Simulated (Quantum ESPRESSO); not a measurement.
**MoS2: equation of state with LDA**

Crystal: MoS2.

```xyz
3
Lattice="1.5855 0.9154 6.1150 -1.5855 0.9154 6.1150 0.0000 -1.8308 6.1150" Properties=species:S:1:pos:R:3 pbc="T T T"
Mo    0.0000    0.0000    0.0000
S     0.0000    0.0000    4.5862
S     0.0000    0.0000   13.7587
```

Measurements of this composition are mostly on another form, of space group No. 194.

| Property | Result |
| --- | --- |
| Program | Quantum ESPRESSO 7.5 |
| Task | equation of state |
| Functional | LDA |
| Potentials or basis | GBRV 1.5 LDA |
| Cutoff | 612 eV |
| Density cutoff | 4898 eV |
| k mesh | 10 × 10 × 10 |
| Occupations | fermi-dirac, width 0.05 eV |
| Spin | no spin polarisation |

```
Equilibrium volume                        : 17.76 Å³/atom
Bulk modulus at fixed shape and positions : 153 GPa
Pressure derivative of the bulk modulus   : 4.4
```

Energy against volume, from the lowest point:
```csv
volume (Å³/atom),energy (meV/atom)
16.685,34.48
17.040,14.86
17.395,3.64
17.750,0.00
18.105,3.16
18.460,12.42
18.815,27.16
```

All runs of the series together: 17 min on 2 threads of Arm Neoverse V2, on a shared host.

Caveat: the cell was scaled at fixed shape and fractional positions, which overstates the stiffness of a crystal with free parameters, most of all of layers and chains.
